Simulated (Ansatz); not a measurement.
A (110) slab of SiC (F-43m (No. 216)), 8 planes, outer planes SiC (top) and SiC (bottom), with 16 atoms (Si8C8) in a surface cell of A = 13.419 Å², as cut from the bulk:

```xyz
16
Lattice="3.0804 0.0000 0.0000 0.0000 4.3563 0.0000 0.0000 0.0000 25.7813" Properties=species:S:1:pos:R:3 pbc="T T T"
Si    1.5402    2.1781    7.5000
C     0.0000    1.0891    7.5000
Si    0.0000    0.0000    9.0402
C     1.5402    3.2672    9.0402
Si    1.5402    2.1781   10.5804
C     0.0000    1.0891   10.5804
Si    0.0000    0.0000   12.1205
C     1.5402    3.2672   12.1205
Si    1.5402    2.1781   13.6607
C     0.0000    1.0891   13.6607
Si    0.0000    0.0000   15.2009
C     1.5402    3.2672   15.2009
Si    1.5402    2.1781   16.7411
C     0.0000    1.0891   16.7411
Si    0.0000    0.0000   18.2813
C     1.5402    3.2672   18.2813
```

Theory: DFT r2SCAN, scalar-relativistic, plane waves, PAW (Ansatz). Settings: cutoff 500 eV, Γ-centred mesh 9×6×1 on the computed 16-atom cell, Gaussian smearing of 0.05 eV; no spin polarisation. The cell repeats along c with a dipole correction in the vacuum.

Against the same 16 atoms in the bulk, the slab as cut lies 6.770 eV higher and the relaxed slab 5.338 eV higher.

Task: Work out the surface energy before and after relaxation.

Result: The slab has two faces, so γ = (E_slab − N·E_bulk)/(2A), the mean of both. As cut: 6.770/(2 × 13.419) = 0.2523 eV/Å², and 1 eV/Å² = 16.02 J/m², so γ = 4.04 J/m². Relaxed: 5.338/(2 × 13.419) = 0.1989 eV/Å² = 3.19 J/m². Relaxation recovers 21 % of the cost of cutting.

Task: What is the ideal work of this cut, per area?

Result: Griffith's ideal work is 2γ: 8.08 J/m² if the new faces stay rigid, 6.37 J/m² if they relax. One thickness was run, 8 planes, so γ can still shift with it.

Cutting SiC along (110) is costly because it severs strong, short Si–C bonds, one for each surface atom, and relaxation recovers only 21 % of that cost. Each face exposes equal numbers of Si and C, so the cut is nonpolar and its energy needs no choice of chemical potential. The two faces are also equivalent by symmetry, which makes the mean γ the energy of either one.

The gain on relaxation probably comes from charge moving from the Si dangling bonds to those of the more electronegative C, with Si flattening towards a planar, sp²-like arrangement and C keeping a filled lone pair. Most of the cost remains because such a shift rehybridises the surface atoms without replacing the lost bonds.

For brittle fracture, the relaxed value of 6.37 J/m² is the thermodynamic threshold, while a measured toughness would also include lattice trapping and any plastic work. Whether (110) is the easiest cleavage plane can't be judged without other orientations.
